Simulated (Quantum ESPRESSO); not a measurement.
# Bi2Se3 (Paraguanajuatite) (R-3m) in Quantum ESPRESSO: further runs

Aim: see how the results for Bi2Se3 (Paraguanajuatite) move with the level of theory and the settings. Levels: PBEsol, r2SCAN. Tasks: band structure.

All numbers are computed with Quantum ESPRESSO 7.5; they aren't measurements. Logs are shortened: lines on timing, memory, paths and dates and some standing lists are left out, and cuts for length are marked.

### 1 The structure

The structure is trigonal, space group R-3m (No. 166). The conventional cell has a = 4.143 Å, b = 4.143 Å, c = 28.636 Å, α = 90.00°, β = 90.00°, γ = 120.00°. Bi (site symmetry 3m) is surrounded by 6 Se at 2.85 to 3.07 Å. Around Se (site symmetry 3m) lie 3 Bi at 2.85 Å. Se (site symmetry -3m) is surrounded by 6 Bi at 3.07 Å.

### 2 Band structure, PBEsol

Input file pw.in:

```
&CONTROL
  calculation = 'scf'
  prefix = 'pwscf'
  outdir = './tmp'
  pseudo_dir = './pseudo'
  tprnfor = .true.
  tstress = .true.
  disk_io = 'low'
/
&SYSTEM
  ibrav = 0
  celldm(1) = 8
  nat = 5
  ntyp = 2
  ecutwfc = 86
  nbnd = 51
  occupations = 'smearing'
  smearing = 'fd'
  degauss = 0.00367493
/
&ELECTRONS
  conv_thr = 1d-09
  electron_maxstep = 120
  mixing_beta = 0.5
/
ATOMIC_SPECIES
Bi   208.9804 Bi.upf
Se    78.9710 Se.upf
CELL_PARAMETERS alat
  0.4893209583953   0.2825095870434   2.2547582210248
 -0.4893209583953   0.2825095870434   2.2547582210248
  0.0000000000000  -0.5650191741105   2.2547582210248
ATOMIC_POSITIONS crystal
Bi     0.5992000000    0.5992000000    0.5992000000
Bi     0.4008000000    0.4008000000    0.4008000000
Se     0.7883000000    0.7883000000    0.7883000000
Se     0.2117000000    0.2117000000    0.2117000000
Se     0.0000000000    0.0000000000    0.0000000000
K_POINTS automatic
8 8 8 0 0 0
```

Input file bands.in:

```
&CONTROL
  calculation = 'bands'
  prefix = 'pwscf'
  outdir = './tmp'
  pseudo_dir = './pseudo'
  disk_io = 'low'
  verbosity = 'high'
/
&SYSTEM
  ibrav = 0
  celldm(1) = 8
  nat = 5
  ntyp = 2
  ecutwfc = 86
  nbnd = 51
  occupations = 'smearing'
  smearing = 'fd'
  degauss = 0.00367493
/
&ELECTRONS
  conv_thr = 1d-08
  electron_maxstep = 120
  mixing_beta = 0.5
  diago_full_acc = .true.
  startingwfc = 'random'
/
ATOMIC_SPECIES
Bi   208.9804 Bi.upf
Se    78.9710 Se.upf
CELL_PARAMETERS alat
  0.4893209583953   0.2825095870434   2.2547582210248
 -0.4893209583953   0.2825095870434   2.2547582210248
  0.0000000000000  -0.5650191741105   2.2547582210248
ATOMIC_POSITIONS crystal
Bi     0.5992000000    0.5992000000    0.5992000000
Bi     0.4008000000    0.4008000000    0.4008000000
Se     0.7883000000    0.7883000000    0.7883000000
Se     0.2117000000    0.2117000000    0.2117000000
Se     0.0000000000    0.0000000000    0.0000000000
K_POINTS crystal
60
 0.0000000000  0.0000000000  0.0000000000 1
 0.0555555556  0.0000000000  0.0000000000 1
 0.1111111111  0.0000000000  0.0000000000 1
 0.1666666667  0.0000000000  0.0000000000 1
 0.2222222222  0.0000000000  0.0000000000 1
 0.2777777778  0.0000000000  0.0000000000 1
 0.3333333333  0.0000000000  0.0000000000 1
 0.3888888889  0.0000000000  0.0000000000 1
 0.4444444444  0.0000000000  0.0000000000 1
 0.5000000000  0.0000000000  0.0000000000 1
 0.5000000000  0.0354265065 -0.0354265065 1
 0.5000000000  0.0708530130 -0.0708530130 1
 0.5000000000  0.1062795195 -0.1062795195 1
 0.5000000000  0.1417060260 -0.1417060260 1
 0.5000000000  0.1771325325 -0.1771325325 1
 0.8228674675  0.5000000000  0.1771325325 1
 0.7905807207  0.5000000000  0.2094192793 1
 0.7582939740  0.5000000000  0.2417060260 1
 0.7260072272  0.5000000000  0.2739927728 1
 0.6937204805  0.5000000000  0.3062795195 1
 0.6614337337  0.5000000000  0.3385662663 1
 0.6291469870  0.5000000000  0.3708530130 1
 0.5968602402  0.5000000000  0.4031397598 1
 0.5645734935  0.5000000000  0.4354265065 1
 0.5322867467  0.5000000000  0.4677132533 1
 0.5000000000  0.5000000000  0.5000000000 1
 0.3333333333  0.3333333333  0.3333333333 1
 0.1666666667  0.1666666667  0.1666666667 1
 0.0000000000  0.0000000000  0.0000000000 1
 0.0307787515  0.0000000000 -0.0307787515 1
 0.0615575030  0.0000000000 -0.0615575030 1
 0.0923362544  0.0000000000 -0.0923362544 1
 0.1231150059  0.0000000000 -0.1231150059 1
 0.1538937574  0.0000000000 -0.1538937574 1
 0.1846725089  0.0000000000 -0.1846725089 1
 0.2154512603  0.0000000000 -0.2154512603 1
 0.2462300118  0.0000000000 -0.2462300118 1
 0.2770087633  0.0000000000 -0.2770087633 1
 0.3077875148  0.0000000000 -0.3077875148 1
 0.3385662663  0.0000000000 -0.3385662663 1
 0.6614337337  0.3385662663  0.0000000000 1
 0.6291469870  0.3708530130  0.0000000000 1
 0.5968602402  0.4031397598  0.0000000000 1
 0.5645734935  0.4354265065  0.0000000000 1
 0.5322867467  0.4677132533  0.0000000000 1
 0.5000000000  0.5000000000  0.0000000000 1
 0.6614337337  0.6614337337  0.1771325325 1
 0.6452903604  0.6452903604  0.2094192793 1
 0.6291469870  0.6291469870  0.2417060260 1
 0.6130036136  0.6130036136  0.2739927728 1
 0.5968602402  0.5968602402  0.3062795195 1
 0.5807168669  0.5807168669  0.3385662663 1
 0.5645734935  0.5645734935  0.3708530130 1
 0.5484301201  0.5484301201  0.4031397598 1
 0.5322867467  0.5322867467  0.4354265065 1
 0.5161433734  0.5161433734  0.4677132533 1
 0.5000000000  0.5000000000  0.5000000000 1
 0.5000000000  0.0000000000  0.0000000000 1
 0.6614337337  0.1692831331  0.1692831331 1
 0.8228674675  0.3385662663  0.3385662663 1
```

Potentials or basis: PseudoDojo 0.4.1 SR PBEsol standard.

Command:

```sh
$ OMP_NUM_THREADS=1 mpirun -n 2 pw.x -nk 2 -in pw.in > pw.out
$ OMP_NUM_THREADS=1 mpirun -n 2 pw.x -nk 2 -in bands.in > bands.out
```

pw.out:

```text
This program is part of the open-source Quantum ESPRESSO suite
     for quantum simulation of materials; please cite
         "P. Giannozzi et al., J. Phys.:Condens. Matter 21 395502 (2009);
         "P. Giannozzi et al., J. Phys.:Condens. Matter 29 465901 (2017);
         "P. Giannozzi et al., J. Chem. Phys. 152 154105 (2020);
     in publications or presentations arising from this work. More details at

     Message from routine setup:
     using ibrav=0 with symmetry is DISCOURAGED, use correct ibrav instead

     K-points division:     npool     =       2
     Subspace diagonalization in iterative solution of the eigenvalue problem:
     a serial algorithm will be used

     G-vector sticks info
     --------------------
     sticks:   dense  smooth     PW     G-vecs:    dense   smooth      PW
     Sum        3885    3885   1147               103055   103055   16641

     Using Slab Decomposition

     bravais-lattice index     =            0
     lattice parameter (alat)  =       8.0000  a.u.
     unit-cell volume          =     957.5208 (a.u.)^3
     number of atoms/cell      =            5
     number of atomic types    =            2
     number of electrons       =        78.00
     number of Kohn-Sham states=           51
     kinetic-energy cutoff     =      86.0000  Ry
     charge density cutoff     =     344.0000  Ry
     scf convergence threshold =      1.0E-09
     mixing beta               =       0.5000
     number of iterations used =            8  plain     mixing
     Exchange-correlation= PBESOL
                           (   1   4  10   8   0   0   0)

     celldm(1)=   8.000000  celldm(2)=   0.000000  celldm(3)=   0.000000
     celldm(4)=   0.000000  celldm(5)=   0.000000  celldm(6)=   0.000000

     crystal axes: (cart. coord. in units of alat)
               a(1) = (   0.489321   0.282510   2.254758 )
               a(2) = (  -0.489321   0.282510   2.254758 )
               a(3) = (   0.000000  -0.565019   2.254758 )

     reciprocal axes: (cart. coord. in units 2 pi/alat)
               b(1) = (  1.021824  0.589950  0.147836 )
               b(2) = ( -1.021824  0.589950  0.147836 )
               b(3) = ( -0.000000 -1.179901  0.147836 )

     PseudoPot. # 1 for Bi read from file:
     Bi.upf
     Pseudo is Norm-conserving + core correction, Zval = 15.0
     Generated using ONCVPSP code by D. R. Hamann
     Using radial grid of 1472 points,  6 beta functions with:
                l(1) =   0
                l(2) =   0
                l(3) =   1
                l(4) =   1
                l(5) =   2
                l(6) =   2

     PseudoPot. # 2 for Se read from file:
     Se.upf
     Pseudo is Norm-conserving + core correction, Zval = 16.0
     Generated using ONCVPSP code by D. R. Hamann
     Using radial grid of 1198 points,  6 beta functions with:
                l(1) =   0
                l(2) =   0
                l(3) =   1
                l(4) =   1
                l(5) =   2
                l(6) =   2

     atomic species   valence    mass     pseudopotential
     Bi               15.00   208.98040     Bi( 1.00)
     Se               16.00    78.97100     Se( 1.00)

     12 Sym. Ops., with inversion, found

   Cartesian axes

     site n.     atom                  positions (alat units)
         1        Bi     tau(   1) = (   0.0000000  -0.0000000   4.0531534  )
         2        Bi     tau(   2) = (   0.0000000  -0.0000000   2.7111213  )
         3        Se     tau(   3) = (   0.0000000  -0.0000000   5.3322777  )
         4        Se     tau(   4) = (  -0.0000000  -0.0000000   1.4319969  )
         5        Se     tau(   5) = (   0.0000000   0.0000000   0.0000000  )

     number of k points=    65  Fermi-Dirac smearing, width (Ry)=  0.0037
                       cart. coord. in units 2pi/alat
        k(    1) = (   0.0000000   0.0000000   0.0000000), wk =   0.0039062
        k(    2) = (  -0.0000000  -0.1474876   0.0184794), wk =   0.0234375
        k(    3) = (  -0.0000000  -0.2949752   0.0369589), wk =   0.0234375
[... 10 lines left out ...]

     starting charge      77.9983, renormalised to      78.0000
     Starting wfcs are   45 randomized atomic wfcs +    6 random wfcs

     Self-consistent Calculation

     iteration #  1     ecut=    86.00 Ry     beta= 0.50
     Davidson diagonalization with overlap
     ethr =  1.00E-02,  avg # of iterations =  6.0

     Threshold (ethr) on eigenvalues was too large:
     Diagonalizing with lowered threshold

     Davidson diagonalization with overlap
     ethr =  3.01E-04,  avg # of iterations =  3.8

     total energy              =   -1054.42530543 Ry
     estimated scf accuracy    <       0.22830387 Ry

     iteration #  2     ecut=    86.00 Ry     beta= 0.50
     Davidson diagonalization with overlap
     ethr =  2.93E-04,  avg # of iterations =  5.1
[... 50 lines left out ...]
     total energy              =   -1054.50681010 Ry
     estimated scf accuracy    <          3.4E-09 Ry

     iteration # 10     ecut=    86.00 Ry     beta= 0.50
     Davidson diagonalization with overlap
     ethr =  4.42E-12,  avg # of iterations =  2.0

     End of self-consistent calculation

          k = 0.0000 0.0000 0.0000 ( 12917 PWs)   bands (ev):

   -38.1809 -38.1809 -38.1808 -38.1808 -38.1683 -38.1683 -38.1677 -38.1677
   -38.1630 -38.1629 -38.0539 -38.0416 -38.0416 -37.9999 -37.9999 -13.7202
   -13.7202 -13.7183 -13.7183 -13.7064 -13.7038 -13.6963 -13.6963 -13.6936
   -13.6936  -5.1707  -4.4420  -3.5597  -0.2545   0.5053   7.0784   7.1681
     7.4287   7.4287   7.4329   7.4329   8.0925   8.0925   9.2971   9.4312
    10.6510  10.6510  11.3822  11.9882  11.9882  15.0654  16.2177  16.2574
    16.2574  16.2704  17.0269
[... 403 lines left out ...]
   -38.1809 -38.1808 -38.1807 -38.1806 -38.1685 -38.1681 -38.1680 -38.1676
   -38.1628 -38.1628 -38.0538 -38.0417 -38.0416 -37.9998 -37.9998 -13.7283
   -13.7259 -13.7154 -13.7079 -13.7028 -13.7003 -13.6945 -13.6935 -13.6878
   -13.6865  -3.1943  -3.1318  -3.0704  -1.5973  -1.4859   4.3742   4.7947
     5.1502   5.2715   5.8725   6.3698   7.7601   8.2972   8.6791  10.7906
    11.2495  11.7834  13.2475  13.5775  14.0360  14.5655  16.2926  16.6083
    17.0955  17.1548  18.2423

          k = 0.6386-0.0737-0.0739 ( 12870 PWs)   bands (ev):

   -38.1809 -38.1808 -38.1807 -38.1806 -38.1685 -38.1681 -38.1680 -38.1676
   -38.1628 -38.1628 -38.0538 -38.0417 -38.0416 -37.9998 -37.9998 -13.7284
   -13.7259 -13.7153 -13.7079 -13.7029 -13.7003 -13.6945 -13.6935 -13.6880
   -13.6863  -3.2030  -3.1171  -3.0776  -1.5996  -1.4777   4.1494   4.7767
     4.8945   5.8100   6.3806   6.6886   7.1170   8.0020   8.0659  11.4887
    11.8475  12.2904  12.9410  13.0360  13.5631  15.1388  15.2886  16.3276
    16.9725  17.6569  19.0585

          k = 0.5109 0.2950-0.0924 ( 12871 PWs)   bands (ev):
[... 211 lines left out ...]
   -38.1809 -38.1809 -38.1808 -38.1808 -38.1683 -38.1683 -38.1677 -38.1677
   -38.1630 -38.1629 -38.0539 -38.0416 -38.0416 -37.9999 -37.9999 -13.7202
   -13.7202 -13.7183 -13.7183 -13.7062 -13.7040 -13.6964 -13.6964 -13.6935
   -13.6935  -5.0099  -4.7770  -3.2670  -0.6988   0.8819   6.5998   7.3144
     7.3144   7.6725   7.6725   7.7107   7.9211   7.9211   8.8196   9.8858
    10.9653  10.9653  11.3069  11.6419  11.6419  15.0140  15.9191  15.9191
    16.1748  16.5708  17.6268

     the Fermi energy is     9.3673 ev

!    total energy              =   -1054.50681011 Ry
     estimated scf accuracy    <          4.0E-10 Ry
     smearing contrib. (-TS)   =      -0.00002322 Ry
     internal energy E=F+TS    =   -1054.50678689 Ry

     The total energy is F=E-TS. E is the sum of the following terms:
     one-electron contribution =    -517.02903439 Ry
     hartree contribution      =     285.64364922 Ry
     xc contribution           =    -229.66566911 Ry
     ewald contribution        =    -593.45573261 Ry

     convergence has been achieved in  10 iterations

     Forces acting on atoms (cartesian axes, Ry/au):

     atom    1 type  1   force =     0.00000000   -0.00000000    0.00671002
     atom    2 type  1   force =     0.00000000   -0.00000000   -0.00671002
     atom    3 type  2   force =     0.00000000   -0.00000000    0.00336390
     atom    4 type  2   force =     0.00000000    0.00000000   -0.00336390
     atom    5 type  2   force =     0.00000000   -0.00000000   -0.00000000

     Total force =     0.010615     Total SCF correction =     0.000153

     Computing stress (Cartesian axis) and pressure

          total   stress  (Ry/bohr**3)                   (kbar)     P=       -2.43
  -0.00001558   0.00000000  -0.00000000           -2.29        0.00       -0.00
  -0.00000000  -0.00001558  -0.00000000           -0.00       -2.29       -0.00
   0.00000000  -0.00000000  -0.00001837            0.00       -0.00       -2.70

=------------------------------------------------------------------------------=
   JOB DONE.
=------------------------------------------------------------------------------=
```

Run time: 29 min. Hardware: 2 MPI ranks of AMD EPYC 9R45 (Zen 5), shared host; peak memory 1.5 GiB.

What came out:

- Free energy: -14347.2961 eV
- Pressure: -0.2 GPa
- Largest force: 0.173 eV/Å
- Band gap on the k mesh: 0.13 eV, direct
- Band gap along the path: 0.13 eV, direct

Forces on the atoms (eV/Å):
```
Bi   0.000  0.000  0.173
Bi   0.000  0.000 -0.173
Se   0.000  0.000  0.086
Se   0.000  0.000 -0.086
Se   0.000  0.000  0.000
```

Levels at the corners of the path, in eV from the valence-band top:
```csv
point,band 35,band 36,band 37,band 38,band 39,band 40,band 41,band 42,band 43,band 44
Γ,-1.86,-1.86,-1.20,-1.20,0.00,0.13,1.35,1.35,2.09,2.69
L,-3.03,-3.02,-2.17,-1.23,-0.56,0.77,1.88,2.91,3.12,4.00
B1,-3.36,-2.66,-1.90,-1.07,-0.71,1.60,2.19,2.82,3.75,4.44
B,-3.36,-2.66,-1.90,-1.07,-0.71,1.60,2.19,2.82,3.75,4.44
Z,-1.62,-1.59,-1.38,-1.38,-0.48,0.59,1.67,1.67,2.01,2.34
Γ,-1.86,-1.86,-1.20,-1.20,0.00,0.13,1.35,1.35,2.09,2.69
X,-3.02,-3.02,-1.75,-1.24,-0.69,1.61,2.47,2.56,4.00,4.15
Q,-3.02,-3.02,-1.75,-1.24,-0.69,1.61,2.47,2.56,4.00,4.15
F,-2.59,-1.92,-1.90,-1.64,-1.01,1.28,1.90,2.56,2.95,3.49
P1,-2.70,-2.43,-1.52,-1.41,-1.16,1.26,1.98,2.32,2.93,3.72
Z,-1.62,-1.59,-1.38,-1.38,-0.48,0.59,1.67,1.67,2.01,2.34
L,-3.03,-3.02,-2.17,-1.23,-0.56,0.77,1.88,2.91,3.12,4.00
P,-2.70,-2.43,-1.52,-1.41,-1.16,1.26,1.98,2.32,2.93,3.72
```

Caveat: some levels on the path didn't converge; spin-orbit coupling is left out, which as a rule narrows the gap of such compounds by several tenths of an eV. PBEsol gaps usually lie below the measured ones, often by a third to a half.

### 3 Band structure, r2SCAN

pw.in: that of step 2 with these lines changed.

```diff
@@ -14,4 +14,5 @@
   ntyp = 2
-  ecutwfc = 86
-  nbnd = 51
+  ecutwfc = 70
+  nbnd = 33
+  input_dft = 'r2scan'
   occupations = 'smearing'
@@ -19,5 +20,6 @@
   degauss = 0.00367493
+  nosym = .true.
 /
 &ELECTRONS
-  conv_thr = 1d-09
+  conv_thr = 1d-08
   electron_maxstep = 120
@@ -26,4 +28,4 @@
 ATOMIC_SPECIES
-Bi   208.9804 Bi.upf
-Se    78.9710 Se.upf
+Bi   208.9804 Bi_ONCV_PBE-1.2.upf
+Se    78.9710 Se_ONCV_PBE-1.2.upf
 CELL_PARAMETERS alat
@@ -39,2 +41,2 @@
 K_POINTS automatic
-8 8 8 0 0 0
+4 4 4 0 0 0
```

bands.in: that of step 2 with these lines changed.

```diff
@@ -13,4 +13,5 @@
   ntyp = 2
-  ecutwfc = 86
-  nbnd = 51
+  ecutwfc = 70
+  nbnd = 33
+  input_dft = 'r2scan'
   occupations = 'smearing'
@@ -18,2 +19,3 @@
   degauss = 0.00367493
+  nosym = .true.
 /
@@ -27,4 +29,4 @@
 ATOMIC_SPECIES
-Bi   208.9804 Bi.upf
-Se    78.9710 Se.upf
+Bi   208.9804 Bi_ONCV_PBE-1.2.upf
+Se    78.9710 Se_ONCV_PBE-1.2.upf
 CELL_PARAMETERS alat
```

Potentials or basis: SG15 PBE 1.2.

Command:

```sh
$ OMP_NUM_THREADS=1 mpirun -n 2 pw.x -nk 2 -in pw.in > pw.out
$ OMP_NUM_THREADS=1 mpirun -n 2 pw.x -nk 2 -in bands.in > bands.out
```

Wall time 24 min (2 MPI ranks of AMD EPYC 9R45 (Zen 5), shared host); peak memory 0.98 GiB.

The run converged. Its results:

* Free energy: -4453.7952 eV
* Pressure: 0.8 GPa
* Largest force: 0.129 eV/Å
* Band gap on the k mesh: 0.44 eV, direct
* Band gap along the path: 0.44 eV, direct

Forces in eV/Å, atoms in the order of the input:
```
Bi   0.000  0.000  0.129
Bi   0.000  0.000 -0.129
Se   0.000  0.000 -0.091
Se   0.000  0.000  0.091
Se   0.000  0.000  0.000
```

Stress tensor (GPa, compression positive):
```
0.82 0.00 0.00
0.00 0.82 0.00
0.00 0.00 0.90
```

Levels at the corners of the path, in eV from the valence-band top:
| point | band 22 | band 23 | band 24 | band 25 | band 26 | band 27 |
| --- | --- | --- | --- | --- | --- | --- |
| Γ | -1.17 | -1.17 | 0.00 | 0.44 | 1.48 | 1.48 |
| L | -2.16 | -1.20 | -0.56 | 1.05 | 2.06 | 3.26 |
| B1 | -1.88 | -1.07 | -0.72 | 1.87 | 2.40 | 3.05 |
| B | -1.88 | -1.07 | -0.72 | 1.87 | 2.40 | 3.05 |
| Z | -1.34 | -1.34 | -0.41 | 0.81 | 1.81 | 1.81 |
| Γ | -1.17 | -1.17 | 0.00 | 0.44 | 1.48 | 1.48 |
| X | -1.73 | -1.24 | -0.70 | 1.88 | 2.70 | 2.78 |
| Q | -1.73 | -1.24 | -0.70 | 1.88 | 2.70 | 2.78 |
| F | -1.88 | -1.61 | -1.01 | 1.60 | 2.11 | 2.75 |
| P1 | -1.49 | -1.39 | -1.14 | 1.55 | 2.20 | 2.51 |
| Z | -1.34 | -1.34 | -0.41 | 0.81 | 1.81 | 1.81 |
| L | -2.16 | -1.20 | -0.56 | 1.05 | 2.06 | 3.26 |
| P | -1.49 | -1.39 | -1.14 | 1.55 | 2.20 | 2.51 |

Caveat: the k mesh is coarse (spacing up to 0.44 Å⁻¹), so the values aren't converged; the potentials were made for another functional, which shifts forces and pressure; some levels on the path didn't converge; spin-orbit coupling is left out, which as a rule narrows the gap of such compounds by several tenths of an eV. r2SCAN opens gaps a little over a GGA but as a rule still falls short of measured ones.

### 4 Band structure, r2SCAN

pw.in is that of step 3.

bands.in is that of step 3.

Command:

```sh
$ OMP_NUM_THREADS=1 mpirun -n 4 pw.x -nk 2 -in pw.in > pw.out
$ OMP_NUM_THREADS=1 mpirun -n 4 pw.x -nk 4 -in bands.in > bands.out
```

Run time: 21 min. Hardware: 4 MPI ranks of Intel Xeon 6975P-C (Granite Rapids), shared host; peak memory 1.1 GiB.

Results (log left out):

| Property | Result |
| --- | --- |
| Free energy | -4453.7952 eV |
| Pressure | 0.8 GPa |
| Largest force | 0.129 eV/Å |
| Band gap on the k mesh | 0.44 eV, direct |
| Band gap along the path | 0.44 eV, direct |

Forces in eV/Å, atoms in the order of the input:
```
Bi   0.000  0.000  0.129
Bi   0.000  0.000 -0.129
Se   0.000  0.000 -0.091
Se   0.000  0.000  0.091
Se   0.000  0.000  0.000
```

Stress tensor (GPa, compression positive):
```
0.82 0.00 0.00
0.00 0.82 0.00
0.00 0.00 0.90
```

Levels at the corners of the path, in eV from the valence-band top:
```tsv
point	band 20	band 21	band 22	band 23	band 24	band 25	band 26	band 27	band 28	band 29
Γ	-1.93	-1.93	-1.17	-1.17	0.00	0.44	1.48	1.48	2.33	2.84
L	-3.12	-3.08	-2.16	-1.20	-0.56	1.05	2.06	3.26	3.37	4.34
B1	-3.42	-2.71	-1.88	-1.07	-0.72	1.87	2.40	3.05	4.01	4.73
B	-3.42	-2.71	-1.88	-1.07	-0.72	1.87	2.40	3.05	4.01	4.73
Z	-1.68	-1.56	-1.34	-1.34	-0.41	0.81	1.81	1.81	2.23	2.49
Γ	-1.93	-1.93	-1.17	-1.17	0.00	0.44	1.48	1.48	2.33	2.84
X	-3.07	-3.07	-1.73	-1.24	-0.70	1.88	2.70	2.78	4.26	4.45
Q	-3.07	-3.07	-1.73	-1.24	-0.70	1.88	2.70	2.78	4.26	4.45
F	-2.66	-1.92	-1.88	-1.61	-1.01	1.60	2.11	2.75	3.22	3.69
P1	-2.78	-2.44	-1.49	-1.39	-1.14	1.55	2.20	2.51	3.24	3.93
Z	-1.68	-1.56	-1.34	-1.34	-0.41	0.81	1.81	1.81	2.23	2.49
L	-3.12	-3.08	-2.16	-1.20	-0.56	1.05	2.06	3.26	3.37	4.34
P	-2.78	-2.44	-1.49	-1.39	-1.14	1.55	2.20	2.51	3.24	3.93
```

Caveat: the k mesh is coarse (spacing up to 0.44 Å⁻¹), so the values aren't converged; the potentials were made for another functional, which shifts forces and pressure; some levels on the path didn't converge; spin-orbit coupling is left out, which as a rule narrows the gap of such compounds by several tenths of an eV.
